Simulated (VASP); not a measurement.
# Hf, energy along a vibration (SMASS = -2): which settings are enough?

Hf, Im-3m (no. 229), atoms displaced along the mode, 2 atoms in the cell. PBEsol, energy along a line of displacements; PAW potentials Hf (PBE set). VASP 6.6.1.

Wanted: harmonic frequency within 1 %.

Space group without the displacement: Im-3m (no. 229); Mode: mode at H.

POSCAR of the starting run:
```
Hf
1.0
    3.6100000000      0.0000000000      0.0000000000
    0.0000000000      3.6100000000      0.0000000000
    0.0000000000      0.0000000000      3.6100000000
Hf
2
Direct
   -0.0110803324      0.0000000000      0.0000000000
    0.5110803324      0.5000000000      0.5000000000

    0.0100000000   0.0000000000   0.0000000000
   -0.0100000000   0.0000000000   0.0000000000
```

The series start from k mesh: 5 × 5 × 5; Cutoff (eV): 290; Step along the mode (Å): 0.02; Precision and projection: Accurate, reciprocal space. Each series keeps the choices made before it, and each single choice may use up half of a tolerance.

## k mesh

| k mesh | Harmonic frequency (THz) | Time (s) |
|---|---|---|
| 2 × 2 × 2 | -6.758 | 8.1 |
| 3 × 3 × 3 | 4.222 | 8.8 |
| 4 × 4 × 4 | -1.987 | 21 |
| 5 × 5 × 5 | 3.432 | 17 |
| 7 × 7 × 7 | 2.649 | 41 |
| 8 × 8 × 8 | 3.173 | 54 |
| 11 × 11 × 11 (reference) | 3.291 | 123 |

## Cutoff (eV)

| Cutoff (eV) | Harmonic frequency (THz) | Time (s) |
|---|---|---|
| 160 | 3.475 | 71 |
| 190 | 3.369 | 82 |
| 220 | 3.303 | 111 |
| 260 | 3.292 | 124 |
| 290 | 3.291 | 123 |
| 330 (reference) | 3.288 | 192 |

## Precision and projection

| Precision and projection | Harmonic frequency (THz) | Time (s) |
|---|---|---|
| Accurate, reciprocal space | 3.312 | 118 |
| Normal, reciprocal space | 3.312 | 73 |
| Normal, Auto | 3.313 | 115 |

## Question

The rows run from the loosest to the tightest (no order: precision and projection). For each series: choose the loosest value from which every tighter one stays within half of the tolerance; where there is no order, keep the first row unless others stay within half of the tolerance and take at least 30 % less time, and then take the fastest.

## Answer

- k mesh: 11 × 11 × 11, the tightest run, since the next looser one is off by more than half of the tolerance (convergence isn't shown beyond it)
- Cutoff (eV): 220
- Precision and projection: Normal, reciprocal space

Also changed on the way, by series that aren't shown: Step along the mode (Å): 0.08.

## All choices together

| Input | Harmonic frequency (THz) | Time (s) |
|---|---|---|
| defaults on a coarse mesh (naive) | 4.316 | 1.9 |
| chosen settings | 3.312 | 73 |
| reference settings throughout | 3.288 | 185 |

The chosen settings stay within the tolerance of the reference run, but the reference itself isn't shown to be converged in: k mesh.

## The input

INCAR:
```
ALGO = Normal ; EDIFF = 1E-7
ENCUT = 220 ; GGA = PS
IBRION = 0 ; ISMEAR = 1
ISYM = 0 ; IWAVPR = 11
KPAR = 2 ; LASPH = True
LCHARG = False ; LREAL = False
LWAVE = False ; NELMIN = 4
NSW = 9 ; POTIM = 1
PREC = Normal ; SIGMA = 0.15
SMASS = -2
```

KPOINTS:
```
Automatic mesh
0
Gamma
  11 11 11
  0 0 0
```

POSCAR:
```
Hf
1.0
    3.6100000000      0.0000000000      0.0000000000
    0.0000000000      3.6100000000      0.0000000000
    0.0000000000      0.0000000000      3.6100000000
Hf
2
Direct
   -0.0443213296      0.0000000000      0.0000000000
    0.5443213296      0.5000000000      0.5000000000

    0.0400000000   0.0000000000   0.0000000000
   -0.0400000000   0.0000000000   0.0000000000
```

Commands:
```
cat potpaw_PBE.64/Hf/POTCAR > POTCAR
mpirun -np 2 vasp_std > vasp.out
```

The chosen input took VASP 6.6.1 73 s on 2 cores (AMD EPYC 7R13 (Zen 3)), a shared host.

## An input that fails: POTIM multiplies the typed steps tenfold

It runs to its end, but against the unchanged starting input it is off by 398 % in the harmonic frequency.

Changes against the starting input:
```
- POTIM = 1
+ POTIM = 10
```
